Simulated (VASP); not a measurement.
# GaSb (F-43m) in VASP: notebook, part 2 of 2

VASP 6.6.1. Earlier steps stand in the parts before.

## 3. Single point, r2SCAN+D4

This run uses another cell than the first one, of 28.62 Å³/atom, 1.020 times its volume.

The input, POSCAR:

```
GaSb
1.0
    0.0000000000      3.0590000000      3.0590000000
    3.0590000000      0.0000000000      3.0590000000
    3.0590000000      3.0590000000      0.0000000000
Sb Ga
1 1
Direct
    0.7500000000      0.7500000000      0.7500000000
    0.0000000000      0.0000000000      0.0000000000
```

The input, INCAR.step1:

```
SYSTEM = GaSb
PREC     = Accurate       ! precision mode
ENCUT    = 520            ! plane-wave cutoff, eV
ISMEAR   = -1             ! smearing method
SIGMA    = 0.05           ! smearing width, eV
LREAL    = .False.        ! projectors in reciprocal space
LASPH    = .True.         ! aspherical terms in the spheres
NELM     = 80             ! most SCF steps
NBANDS   = 16             ! bands
GGA      = PE             ! functional
ALGO     = Normal         ! electronic algorithm
EDIFF    = 1E-4           ! SCF threshold, eV
LWAVE    = .True.         ! write WAVECAR
LCHARG   = .False.        ! write CHGCAR
```

The input, INCAR.step2:

```
SYSTEM = GaSb
PREC     = Accurate       ! precision mode
ENCUT    = 520            ! plane-wave cutoff, eV
EDIFF    = 1E-7           ! SCF threshold, eV
ISMEAR   = -1             ! smearing method
SIGMA    = 0.05           ! smearing width, eV
LREAL    = .False.        ! projectors in reciprocal space
LASPH    = .True.         ! aspherical terms in the spheres
NELM     = 80             ! most SCF steps
ALGO     = Normal         ! electronic algorithm
ISIF     = 2              ! what is computed and relaxed
LWAVE    = .False.        ! write WAVECAR
LCHARG   = .False.        ! write CHGCAR
METAGGA  = R2SCAN         ! meta-GGA
LMIXTAU  = .True.       
IVDW     = 13             ! dispersion correction
VDW_S6   = 1.0          
VDW_S8   = 0.6018749    
VDW_A1   = 0.51559235   
VDW_A2   = 5.77342911   
NBANDS   = 16             ! bands
ISTART   = 1
```

The input, KPOINTS:

```
Automatic mesh
0
Gamma
  8 8 8
  0 0 0
```

Potentials or basis: VASP PAW PBE potentials, release 64 (Sb, Ga_d).

On the command line:

```console
> cat potpaw_PBE.64/Sb/POTCAR potpaw_PBE.64/Ga_d/POTCAR > POTCAR
> cp INCAR.step1 INCAR
> mpirun -np 1 vasp_std > vasp.out
> cp INCAR.step2 INCAR
> mpirun -np 1 vasp_std > vasp.out
```

It took 2.7 min on 1 thread of AMD EPYC 7R13, shared host; peak memory 0.17 GiB.

The run converged. Its results:

* Free energy: -37.8839 eV
* Pressure: -0.2 GPa
* Band gap on the k mesh: 0.45 eV, direct
* Dispersion energy per atom: -0.142 eV

Levels at points of the mesh, in eV from the valence-band top:
```tsv
k point	band 7	band 8	band 9	band 10	band 11	band 12
(0.00, 0.00, 0.00)	0.00	0.00	0.00	0.45	2.98	2.98
(0.50, 0.00, 0.00)	-6.58	-1.21	-1.21	0.68	4.01	4.01
(0.50, 0.50, 0.00)	-7.05	-2.70	-2.70	1.12	1.48	9.26
```

Caveat: the PAW data sets were made with another functional, which shifts forces and pressure a little; spin-orbit coupling is left out, which moves the levels of the heavy elements.

## 4. Single point, PBE0

This run uses another cell than the first one, of 28.62 Å³/atom, 1.020 times its volume.

POSCAR is that of step 3.

The input, INCAR.step1:

```
PREC     = Accurate       # precision mode
ENCUT    = 520            # plane-wave cutoff, eV
EDIFF    = 1E-5           # SCF threshold, eV
ISMEAR   = -1             # smearing method
SIGMA    = 0.05           # smearing width, eV
LREAL    = F              # projectors in reciprocal space
LASPH    = T              # aspherical terms in the spheres
NELM     = 80             # most SCF steps
ALGO     = Normal         # electronic algorithm
ISIF     = 2              # what is computed and relaxed
LWAVE    = T              # write WAVECAR
LCHARG   = F              # write CHGCAR
NBANDS   = 16             # bands
GGA      = PE             # functional
```

The input, INCAR.step2:

```
PREC     = Accurate       # precision mode
ENCUT    = 520            # plane-wave cutoff, eV
EDIFF    = 1E-6           # SCF threshold, eV
ISMEAR   = -1             # smearing method
SIGMA    = 0.05           # smearing width, eV
LREAL    = F              # projectors in reciprocal space
LASPH    = T              # aspherical terms in the spheres
NELM     = 80             # most SCF steps
ALGO     = Normal         # electronic algorithm
ISIF     = 2              # what is computed and relaxed
LWAVE    = F              # write WAVECAR
LCHARG   = F              # write CHGCAR
GGA      = PE             # functional
LHFCALC  = T              # exact exchange
AEXX     = 0.25           # exact-exchange fraction
PRECFOCK = Normal       
NBANDS   = 16             # bands
ISTART   = 1
```

The input, KPOINTS:

```
Automatic mesh
0
Gamma
  4 4 4
```

On the command line:

```console
> cat potpaw_PBE.64/Sb/POTCAR potpaw_PBE.64/Ga_d/POTCAR > POTCAR
> cp INCAR.step1 INCAR
> mpirun -np 1 vasp_std > vasp.out
> cp INCAR.step2 INCAR
> mpirun -np 1 vasp_std > vasp.out
```

Wall time 8.3 min (1 thread of Intel Xeon Platinum 8488C (Sapphire Rapids), shared host); peak memory 0.19 GiB.

Results (log left out):

```
Free energy            : -9.6990 eV
Pressure               : 0.0 GPa
Band gap on the k mesh : 1.60 eV, direct
```

Levels at points of the mesh, in eV from the valence-band top:
```
           k point  band 6  band 7  band 8  band 9  band 10  band 11  band 12  band 13
(0.00, 0.00, 0.00)  -12.60    0.00    0.00    0.00     1.60     4.21     4.21     4.21
(0.50, 0.00, 0.00)  -10.80   -6.96   -1.25   -1.25     1.80     5.22     5.22     8.03
(0.50, 0.50, 0.00)   -9.86   -7.44   -2.82   -2.82     2.21     2.54    10.67    10.67
```

Caveat: the k points lie up to 0.44 Å⁻¹ apart; the PAW data sets were made with another functional, which shifts forces and pressure a little; spin-orbit coupling is left out, which moves the levels of the heavy elements. A k mesh can miss the band edges.

## 5. Single point, HF

This run uses another cell than the first one, of 28.62 Å³/atom, 1.020 times its volume.

POSCAR is that of step 4.

The input, INCAR.step1:

```
SYSTEM = GaSb
  PREC = Accurate
  ENCUT = 520
  EDIFF = 1E-5
  ISMEAR = -1
  SIGMA = 0.05
  LREAL = .FALSE.
  LASPH = .TRUE.
  NELM = 80
  ALGO = Normal
  ISIF = 2
  LWAVE = .TRUE.
  NBANDS = 16
  GGA = PE
```

The input, INCAR.step2:

```
SYSTEM = GaSb
  PREC = Accurate
  ENCUT = 520
  EDIFF = 1E-7
  ISMEAR = -1
  SIGMA = 0.05
  LREAL = .FALSE.
  LASPH = .TRUE.
  NELM = 80
  ALGO = Normal
  ISIF = 2
  LWAVE = .FALSE.
  LCHARG = .TRUE.
  GGA = PE
  LHFCALC = .TRUE.
  AEXX = 1.0
  ALDAC = 0.0
  AGGAC = 0.0
  PRECFOCK = Normal
  LELF = .TRUE.
  LVHAR = .TRUE.
  NBANDS = 16
  ISTART = 1
```

The input, KPOINTS:

```
Automatic mesh
0
G
  4 4 4
  0 0 0
```

On the command line:

```console
> cat potpaw_PBE.64/Sb/POTCAR potpaw_PBE.64/Ga_d/POTCAR > POTCAR
> cp INCAR.step1 INCAR
> mpirun -np 1 vasp_std > vasp.out
> cp INCAR.step2 INCAR
> mpirun -np 1 vasp_std > vasp.out
```

Run time: 26 min. Hardware: 1 thread of Intel Xeon Platinum 8488C (Sapphire Rapids), shared host; peak memory 0.19 GiB.

It converged, with:

| Item | Value |
| --- | --- |
| Free energy | -42.0784 eV |
| Pressure | -22.2 GPa |
| Band gap on the k mesh | 10.23 eV, indirect (least direct gap 11.89 eV) |

Levels at points of the mesh, in eV from the valence-band top:
```tsv
k point	band 7	band 8	band 9	band 10	band 11	band 12
(0.00, 0.00, 0.00)	0.00	0.00	0.00	13.51	13.51	13.51
(0.50, 0.00, 0.00)	-4.29	-0.79	-0.79	11.92	14.28	14.28
(0.50, 0.50, 0.00)	-3.73	-1.94	-1.94	10.23	12.15	17.68
```

Caveat: the k points lie up to 0.44 Å⁻¹ apart; the PAW data sets were made with another functional, which shifts forces and pressure a little; spin-orbit coupling is left out, which moves the levels of the heavy elements.

## 6. Single point, PBE-based screened hybrid

This run uses another cell than the first one, of 29.19 Å³/atom, 1.041 times its volume.

The input, POSCAR:

```
GaSb
1.0
    0.0000000000      3.0789713832      3.0789713832
    3.0789713832      0.0000000000      3.0789713832
    3.0789713832      3.0789713832      0.0000000000
Sb Ga
1 1
Direct
    0.7500000000      0.7500000000      0.7500000000
    0.0000000000      0.0000000000      0.0000000000
```

The input, INCAR.step1:

```
SYSTEM = GaSb
PREC     = Accurate       ! precision mode
ENCUT    = 520            ! plane-wave cutoff, eV
EDIFF    = 1E-5           ! SCF threshold, eV
ISMEAR   = -1             ! smearing method
SIGMA    = 0.05           ! smearing width, eV
LREAL    = .False.        ! projectors in reciprocal space
LASPH    = .True.         ! aspherical terms in the spheres
NELM     = 100            ! most SCF steps
ALGO     = Normal         ! electronic algorithm
ISIF     = 2              ! what is computed and relaxed
LWAVE    = .True.         ! write WAVECAR
LCHARG   = .False.        ! write CHGCAR
NBANDS   = 16             ! bands
GGA      = PE             ! functional
```

The input, INCAR.step2:

```
SYSTEM = GaSb
PREC     = Accurate       ! precision mode
ENCUT    = 520            ! plane-wave cutoff, eV
EDIFF    = 1E-7           ! SCF threshold, eV
ISMEAR   = -1             ! smearing method
SIGMA    = 0.05           ! smearing width, eV
LREAL    = .False.        ! projectors in reciprocal space
LASPH    = .True.         ! aspherical terms in the spheres
NELM     = 100            ! most SCF steps
ALGO     = Normal         ! electronic algorithm
ISIF     = 2              ! what is computed and relaxed
LWAVE    = .False.        ! write WAVECAR
LCHARG   = .False.        ! write CHGCAR
GGA      = PE             ! functional
LHFCALC  = .True.         ! exact exchange
AEXX     = 0.25           ! exact-exchange fraction
HFSCREEN = 0.3            ! screening, 1/A
PRECFOCK = Normal       
NBANDS   = 16             ! bands
ISTART   = 1
```

The input, KPOINTS:

```
Automatic mesh
0
Gamma
  4 4 4
  0 0 0
```

Potentials or basis: VASP PAW PBE potentials, release 64 (Sb, Ga_d).

On the command line:

```console
> cat potpaw_PBE.64/Sb/POTCAR potpaw_PBE.64/Ga_d/POTCAR > POTCAR
> cp INCAR.step1 INCAR
> mpirun -np 1 vasp_std > vasp.out
> cp INCAR.step2 INCAR
> mpirun -np 1 vasp_std > vasp.out
```

It took 19 min on 1 thread of Intel Xeon Platinum 8488C (Sapphire Rapids), shared host; peak memory 0.29 GiB.

Results (log left out):

| Quantity | Value |
| --- | --- |
| Free energy | -8.4799 eV |
| Pressure | -0.5 GPa |
| Band gap on the k mesh | 0.57 eV, direct |

Levels at points of the mesh, in eV from the valence-band top:
| k point | band 5 | band 6 | band 7 | band 8 | band 9 | band 10 | band 11 | band 12 | band 13 | band 14 |
| --- | --- | --- | --- | --- | --- | --- | --- | --- | --- | --- |
| (0.00, 0.00, 0.00) | -17.48 | -12.27 | 0.00 | 0.00 | 0.00 | 0.58 | 3.32 | 3.32 | 3.32 | 6.48 |
| (0.50, 0.00, 0.00) | -17.48 | -10.53 | -6.68 | -1.19 | -1.19 | 0.89 | 4.31 | 4.31 | 7.14 | 10.09 |
| (0.50, 0.50, 0.00) | -17.48 | -9.64 | -7.17 | -2.67 | -2.67 | 1.38 | 1.72 | 9.54 | 9.54 | 10.86 |

Caveat: the k points lie up to 0.44 Å⁻¹ apart; the PAW data sets were made with another functional, which shifts forces and pressure a little; spin-orbit coupling is left out, which moves the levels of the heavy elements. A k mesh can miss the band edges.

## 7. The runs side by side

| level | cell | k mesh | grid for exact exchange (PRECFOCK) | share of exact exchange | screening parameter | gap on the mesh (eV) | pressure (GPa) |
| --- | --- | --- | --- | --- | --- | --- | --- |
| r2SCAN+D4 | a = 4.297 Å, angles 60.0°, 2 atoms | 8 × 8 × 8 | - | - | - | 0.60 | 0.9 |
| r2SCAN+D4 | a = 4.326 Å, angles 60.0°, 2 atoms | 8 × 8 × 8 | - | - | - | 0.45 | -0.2 |
| PBE0 | a = 4.326 Å, angles 60.0°, 2 atoms | 4 × 4 × 4 | Normal | - | - | 1.60 | 0.0 |
| HF | a = 4.326 Å, angles 60.0°, 2 atoms | 4 × 4 × 4 | Normal | - | - | 10.23 | -22.2 |
| PBE-based screened hybrid | a = 4.354 Å, angles 60.0°, 2 atoms | 4 × 4 × 4 | Normal | 0.25 | 0.3 1/Å | 0.57 | -0.5 |

Alike in all rows: task single point; potentials or basis VASP PAW PBE potentials, release 64 (Sb, Ga_d); no spin polarisation; cutoff (eV) 520; smearing fermi-dirac 0.05 eV.

Caveats: some runs use coarse meshes; the PAW data sets were made with another functional, which shifts forces and pressure a little; spin-orbit coupling is left out, which moves the levels of the heavy elements.

Absolute energies hang on the potentials; compare differences alone.

## 8. How close it comes

Step 2. Against the measured gap of GaSb, 0.811 eV (direct; 4.2 K; a printed reference work, data compilation), the calculated 0.60 eV is off by -0.21 eV. Spin-orbit coupling on Ga, Sb is left out. The value is that of r2SCAN+D4 on a finite k mesh, which can miss the band edges, without temperature or zero-point motion.

Step 3. A measured gap of GaSb is 0.811 eV (direct; 4.2 K; a printed reference work, data compilation); the calculated 0.45 eV misses it by -0.36 eV. Spin-orbit coupling on Ga, Sb is left out. The value is that of r2SCAN+D4 on a finite k mesh, which can miss the band edges, without temperature or zero-point motion.
